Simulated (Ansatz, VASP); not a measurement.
One calculation of CuO, two programs

```
Cu O
1.0
     3.17953    0.00000    0.00000
    -1.58977    2.75356    0.00000
     0.00000    0.00000    4.43149
Cu O
2 2
Direct
  0.00000 0.00000 0.00000
  0.00000 0.00000 0.50000
  0.33333 0.66667 0.25000
  0.66667 0.33333 0.75000
```

Measurements of this composition are mostly on another form, of space group No. 15.

Alike in both runs: task single point; functional PBE; k mesh 10 × 10 × 6; occupations fermi-dirac, width 0.05 eV; no spin polarisation.

|  | VASP | Ansatz |
| --- | --- | --- |
| version | VASP 6.6.1 | Ansatz 0.2.0 |
| potentials or method | VASP PAW PBE potentials, release 64 (Cu, O) | Ansatz PAW |
| plane-wave cutoff (eV) | 520 | 420 |
| valence electrons in the cell | 34 | 50 |

```tsv
	VASP	Ansatz	Ansatz less VASP
gap on the k mesh at the Fermi level (eV)	none	none	-
pressure (GPa)	6.6	6.2	-0.37
largest component of the traceless stress (GPa)	31.45	31.23	-0.226
```

A gap of «none» marks a metal or a gap that the smearing closes. The functional is the same, so the differences come from potentials, cutoffs and numerics. The two sets of potentials don't hold the same shells in valence.

Caveats: the run has no spin polarisation, though such a crystal can be magnetic; semilocal functionals often make such compounds metallic where correlation or magnetic order opens a gap, which also shifts bond lengths; the pressure holds a Pulay correction of +0.8 GPa for the finite cutoff (Ansatz).
